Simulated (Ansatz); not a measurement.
Input of an Ansatz 0.2.0 run:

The input input.yaml:

```yaml
crystal:
  lattice:
    - [0.0, 3.06065, 3.06065]
    - [3.06065, 0.0, 3.06065]
    - [3.06065, 3.06065, 0.0]
  atoms:
    - { symbol: Pb, position: [0.0, 0.0, 0.0] }
    - { symbol: Se, position: [0.5, 0.5, 0.5] }
hamiltonian:
  xc: pbe
  pseudopotentials: { kind: paw }
kpoints:
  mp_grid: { grid: [8, 8, 8] }
scf:
  occupations: { method: gaussian, width: 0.012 }
output:
  forces: true
  stress: true
  eigenvalues: true
  write_density: true
  write_potential: true
  elf: true
  volumetric_format: npy
```

Potentials or basis: Ansatz PAW.

Run with:

```console
$ ansatz run input.yaml --threads 2 --pin off --max-ram 5632MiB --backend cpu --events-out ev --progress --plain --runs-dir out
```

(1) Estimate the pressure.

(2) What does it give for the band gap on the k mesh?

Answers

(1) 2.4 GPa.

(2) 0.29 eV, direct.

Caveat: spin-orbit coupling is left out, which as a rule narrows the gap of such compounds by several tenths of an eV.

**Experimental background.**

From a printed reference work, monograph, for a bulk crystal of PbSe at 4.2 K: band gap 0.15 eV (direct).

Measured gap of PbSe: 0.15 eV (direct; 4.2 K; a printed reference work, monograph). This calculation gives 0.29 eV (+0.14 eV). 2 values of this kind are on record (0.15 to 0.28 eV); this one was drawn at random. Spin-orbit coupling on Pb, Se is left out. The value is that of PBE on a finite k mesh, which can miss the band edges, without temperature or zero-point motion.
